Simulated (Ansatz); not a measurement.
**Phase order of Cr along its cold isotherm**

All-electron LAPW in Ansatz 0.2.0 under PBE, scalar-relativistic, energies extrapolated to zero smearing. Each structure type was compressed from its own relaxed volume, symmetry kept and shape relaxed on PAW files, and E(V) was fitted to energies and pressures; H = E + pV has no temperature or zero-point term. Only these types were tried: bcc (Im-3m, 21×21×21 mesh, 11.56 Å³/atom at rest); fcc (Fm-3m, 18×18×18 mesh, 11.90 Å³/atom at rest); sc (Pm-3m, 16×16×16 mesh, 12.82 Å³/atom at rest); omega (P6/mmm, 10×10×14 mesh, 11.85 Å³/atom at rest); simple hexagonal (P6/mmm, 18×18×16 mesh, 12.29 Å³/atom at rest); beta tin (I4_1/amd, 17×17×17 mesh, 12.36 Å³/atom at rest). The runs start ferromagnetic unless marked 'no spin', and a moment is listed where it survives. Spin–orbit coupling is left out; Fermi–Dirac smearing is 0.05 to 0.1 eV. The antiferromagnetic ground state wasn't tried. Enthalpies carry a few meV/atom of noise from meshes and fits.

Task: Which type is lowest at zero pressure, and what follows up to 560 GPa?

Result: Among the types tried, bcc is lowest at zero pressure and stays so up to 560 GPa. Enthalpies against bcc:

| p (GPa) | bcc (meV/atom) | fcc (meV/atom) | sc (meV/atom) | omega (meV/atom) | simple hexagonal (meV/atom) | beta tin (meV/atom) |
| --- | --- | --- | --- | --- | --- | --- |
| 0 | 0 | 395 | 1027 | 345 | 760 | 737 |
| 17 | 0 | 426 | 1144 | 370 | 827 | 809 |
| 45 | 0 | 465 | 1294 | 403 | 905 | 895 |
| 84 | 0 | 503 | 1444 | 434 | 979 | 978 |
| 170 | 0 | 547 | 1651 | 470 | 1074 | 1081 |
| 280 | 0 | 561 | 1810 | 487 | 1132 | 1141 |
| 420 | 0 | 539 | 1950 | 489 | 1164 | 1171 |
| 530 | 0 | 500 | 2042 | 480 | 1174 | 1180 |
